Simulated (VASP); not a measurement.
**SiC: single point with HSE06**

SiC:

```
Si C
1.0
     3.08000    0.00000    0.00000
    -1.54000    2.66736    0.00000
     0.00000    0.00000   10.08000
Si C
4 4
Direct
  0.00000 0.00000 0.00000
  0.33333 0.66667 0.25000
  0.66667 0.33333 0.50000
  0.33333 0.66667 0.75000
  0.00000 0.00000 0.18750
  0.33333 0.66667 0.43750
  0.66667 0.33333 0.68750
  0.33333 0.66667 0.93750
```

The cell was built by a generator and needn't be a form met in nature.

* Program: VASP 6.6.1
* Task: single point
* Functional: HSE06
* Potentials or basis: VASP PAW PBE potentials, release 64 (Si, C)
* Cutoff: 450 eV
* k mesh: 6 × 6 × 1
* Occupations: fermi-dirac, width 0.05 eV
* Spin: no spin polarisation
* Grid for exact exchange (PRECFOCK): Fast
* Screening parameter: 0.2 1/A
* Further INCAR settings: ALGO = Normal; EDIFF = 1e-07; NBANDS = 26

The largest force is 0.191 eV/Å and the band gap on the k mesh is 3.16 eV, indirect (least direct gap 4.40 eV).

Forces in eV/Å, atoms in the order of the input:
```
Si   0.000  0.000 -0.096
Si   0.000  0.000  0.009
Si   0.000  0.000 -0.096
Si   0.000  0.000  0.009
C    0.000  0.000  0.191
C    0.000  0.000 -0.103
C    0.000  0.000  0.191
C    0.000  0.000 -0.103
```

Levels at points of the mesh, in eV from the valence-band top:
| k point | band 12 | band 13 | band 14 | band 15 | band 16 | band 17 | band 18 | band 19 | band 20 | band 21 |
| --- | --- | --- | --- | --- | --- | --- | --- | --- | --- | --- |
| (0.00, 0.00, 0.00) | -0.64 | -0.64 | -0.08 | 0.00 | 0.00 | 6.27 | 6.88 | 7.55 | 7.59 | 8.22 |
| (0.50, 0.00, 0.00) | -2.63 | -2.59 | -2.45 | -1.75 | -1.24 | 3.16 | 3.30 | 5.29 | 5.86 | 6.43 |

It took 68 s on 8 MPI ranks on Intel(R) Xeon(R) Platinum 8488C (Sapphire Rapids), with other jobs on the host, peak memory 0.22 GiB a rank.

Caveat: the k mesh is coarse (spacing up to 0.62 Å⁻¹), so the values aren't converged, least of all with exact exchange; the PAW data sets were made with another functional, which shifts forces and pressure a little; an odd mesh through Γ misses points on the zone boundary, where band edges often lie.
